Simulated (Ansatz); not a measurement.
Relax this structure to zero stress and force, keeping its symmetry:

Space group Pm-3m (No. 221). a = 4.088 Å, b = 4.088 Å, c = 4.088 Å, α = 90.00°, β = 90.00°, γ = 90.00°
| atom | site | symmetry | x | y | z |
| --- | --- | --- | --- | --- | --- |
| Sc | 1a | m-3m | 0.0000 | 0.0000 | 0.0000 |
| Al | 3c | 4/mm.m | 0.5000 | 0.0000 | 0.5000 |

Method: Ansatz, DFT PBE, scalar-relativistic, plane waves, PAW.

Settings: cutoff 420 eV, Γ-centred mesh 10×10×10 on the computed 4-atom cell, Gaussian smearing of 0.10 eV; no spin polarisation.

Question: What does it relax to?

Answer: The volume increases by 0.22 Å³/atom to 17.30 Å³/atom, and the energy falls by 0.8 meV/atom. Final structure:
```yaml
crystal:
  lattice:
    - [4.10533, 0.00000, 0.00000]
    - [0.00000, 4.10533, 0.00000]
    - [0.00000, 0.00000, 4.10533]
  atoms:
    - { symbol: Sc, position: [0.00000, 0.00000, 0.00000] }
    - { symbol: Al, position: [0.50000, 0.00000, 0.50000] }
    - { symbol: Al, position: [0.00000, 0.50000, 0.50000] }
    - { symbol: Al, position: [0.50000, 0.50000, 0.00000] }
```

Course of the relaxation (steps run on the plane waves of an earlier cell, and the basis is chosen afresh near the end, so energy and pressure can step there; trial steps that raised the energy were taken back; energies are free energies):

```csv
step,E − E_final (meV/atom),P (GPa),V (Å³/atom)
1,0.8,1.13,17.08
2,0.5,-0.75,17.45
3,0.1,-0.02,17.30
4,0.0,-0.01,17.30
```